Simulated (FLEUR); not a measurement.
# H under changes of volume

One of the cells (11.780 Å³/atom); the others are scaled copies at fixed shape and fractional positions:

```xyz
2
Lattice="-1.6915 1.6915 2.0585 1.6915 -1.6915 2.0585 1.6915 1.6915 -2.0585" Properties=species:S:1:pos:R:3 pbc="T T T"
H     0.0000    0.0000    0.3711
H     0.0000    0.0000    3.7459
```

```yaml
Program: FLEUR MaX-R8.1 (later development tree)
Functional: PBE
Potentials_or_basis: all-electron
Basis: FLAPW
Kmax: 6.3 1/bohr
k_mesh: 11 × 11 × 11
Occupations: fermi-dirac, width 0.05 eV
Spin: no spin polarisation
```

| volume (Å³/atom) | energy over the lowest point (meV/atom) | gap on the mesh (eV) |
| --- | --- | --- |
| 11.073 | 8.09 | 9.11 |
| 11.309 | 5.41 | 9.09 |
| 11.544 | ? | ? |
| 11.780 | 1.76 | 9.04 |
| 12.015 | 0.71 | 9.02 |
| 12.251 | 0.12 | 9.00 |
| 12.487 | 0.00 | 8.98 |

Q: What does the run at 11.544 Å³/atom give?

A: Energy over the lowest point 3.31 meV/atom; gap on the mesh 9.06 eV.

Worked out: A Birch-Murnaghan fit of order 3 (a polynomial in V^(-2/3)) to the other rows has its minimum at 12.44 Å³/atom with B0 = V·E''(V) = 15.3 GPa (rough, since the energies scatter) at fixed shape and positions, which overstates the stiffness. It gives 3.32 meV/atom at 11.544 Å³/atom, against the run's 3.31. A straight line through the other rows of the gap, of slope -1.1 eV per unit of ln V, gives 9.06 eV, against the run's 9.06.

Energies are extrapolated to zero smearing.

Caveats: the plane-wave cutoff is short for the small spheres of the light atoms, so energies, forces and moduli aren't converged; an odd mesh through Γ misses points on the zone boundary, where band edges often lie.
